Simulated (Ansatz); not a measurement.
The system is PtS2.

```
Pt S
1.0
     3.54320    0.00000    0.00000
    -1.77160    3.06850    0.00000
     0.00000    0.00000    5.03880
Pt S
1 2
Direct
  0.00000 0.00000 0.00000
  0.66667 0.33333 0.77300
  0.33333 0.66667 0.22700
```

| Quantity | Value |
| --- | --- |
| Program | Ansatz 0.2.0 |
| Task | relaxation of cell and atoms |
| Functional | HSE06 |
| Potentials or basis | Ansatz PAW |
| Cutoff | 420 eV (not typed: the program's choice for these potentials) |
| k mesh | 6 × 6 × 4 |
| Occupations | fermi-dirac, width 0.05 eV |
| Spin | no spin polarisation |

At the start: volume 18.26 Å³/atom.

Q: Where does the relaxation end?

A: It ends after 17 steps and the volume is 23.47 Å³/atom (+28.5 %); space group P-3m1 (No. 164, to 0.05 Å).

The path:
| step | energy change (eV) | largest force (eV/Å) | volume (Å³) |
| --- | --- | --- | --- |
| 1 | 0.0000 | 0.8858 | 54.78 |
| 2 | -0.0850 | 0.2103 | 57.56 |
| 3 | -0.1065 | 0.0025 | 60.65 |
| 4 | -0.1163 | 0.0614 | 62.42 |
| 5 | -0.1166 | 0.0054 | 62.30 |
| 6 | -0.1243 | 0.0079 | 62.30 |
| 7 | -0.1279 | 0.0058 | 63.51 |
| 8 | -0.1321 | 0.0320 | 65.98 |
| 9 | -0.1326 | 0.0068 | 66.86 |
| 10 | -0.1325 | 0.0137 | 67.93 |
| 11 | -0.1326 | 0.0013 | 67.80 |
| 12 | -0.1345 | 0.0020 | 67.80 |
| 13 | -0.1346 | 0.0011 | 68.55 |
| 14 | -0.1346 | 0.0133 | 70.00 |
| 15 | -0.1345 | 0.0015 | 70.30 |
| 16 | -0.1345 | 0.0003 | 70.42 |
| 17 | -0.1350 | 0.0003 | 70.42 |

Final structure:
```xyz
3
Lattice="3.5272 0.0000 0.0000 -1.7636 3.0547 0.0000 0.0000 0.0000 6.5355" Properties=species:S:1:pos:R:3 pbc="T T T"
Pt    0.0000    0.0000    0.0000
S     1.7636    1.0182    5.3115
S     0.0000    2.0364    1.2240
```

Caveat: the volume moved by over 15 % at a fixed basis, so the end points are rough; the plane-wave basis is chosen anew once the cell has moved, so the energies of steps on either side of that aren't comparable; this functional lacks dispersion, which binds the layers, so the pressure and a relaxed spacing across them are unreliable, and here the layers came unbound; the PAW data sets come from PBE, with cores solved anew for the run's functional, which leaves a small shift of forces and pressure.
